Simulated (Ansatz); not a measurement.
Ga:

```
Ga
1.0
     2.71648    0.00000    0.00000
     0.00000    2.71648    0.00000
     0.00000    0.00000    2.71648
Ga
1
Direct
  0.00000 0.00000 0.00000
```

The cell was built by a generator and needn't be a form met in nature.

Base run:

| Item | Value |
| --- | --- |
| Program | Ansatz 0.2.0 |
| Functional | PBE |
| Potentials or basis | Ansatz PAW |
| Cutoff | 420 eV (not typed: the program's choice for these potentials) |
| k mesh | 10 × 10 × 10 |
| Occupations | fermi-dirac, width 0.05 eV |
| Spin | no spin polarisation |

Its results: band gap on the k mesh none (metal or under the smearing width); pressure 0.2 GPa.

The run is repeated on the same cell with these changes: functional from PBE to LDA. What comes out?

Band gap on the k mesh none (metal or under the smearing width); pressure -4.7 GPa.

LDA binds more tightly than PBE, so the same cell stands under less pressure.

Caveats: the PAW data sets come from PBE, with cores solved anew for the run's functional, which leaves a small shift of forces and pressure (some runs).
